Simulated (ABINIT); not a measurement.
CuO (Tenorite):

```
CELL_PARAMETERS angstrom
2.34465 -1.71340 0.00000
2.34465 1.71340 0.00000
-0.86055 0.00000 5.05944
ATOMIC_POSITIONS crystal
Cu 0.49680 0.00320 0.50000
Cu 0.00320 0.49680 0.00000
O 0.40560 0.57140 0.75370
O 0.57140 0.40560 0.25370
```

Base run:

| Item | Value |
| --- | --- |
| Program | ABINIT 10.8.3 (patched build) |
| Functional | PBEsol |
| Potentials or basis | PseudoDojo NC SR PBEsol v0.4.1 standard |
| Cutoff | 1143 eV |
| k mesh | 8 × 8 × 4 |
| Occupations | fermi-dirac, width 0.05 eV |
| Spin | no spin polarisation |

Its results: band gap on the k mesh none (metal or under the smearing width); pressure -4.0 GPa; largest force 0.771 eV/Å.

Q: The run is repeated on the same cell with these changes: functional from PBEsol to LDA; potentials or basis from PseudoDojo NC SR PBEsol v0.4.1 standard to PseudoDojo NC SR LDA v0.4.1 standard; cutoff from 1143 eV to 1252 eV. What comes out?

A: Band gap on the k mesh none (metal or under the smearing width); pressure -9.7 GPa; largest force 0.810 eV/Å.

Caveats: the run has no spin polarisation, though such a crystal can be magnetic; semilocal functionals often make such compounds metallic where correlation or magnetic order opens a gap, which also shifts bond lengths.
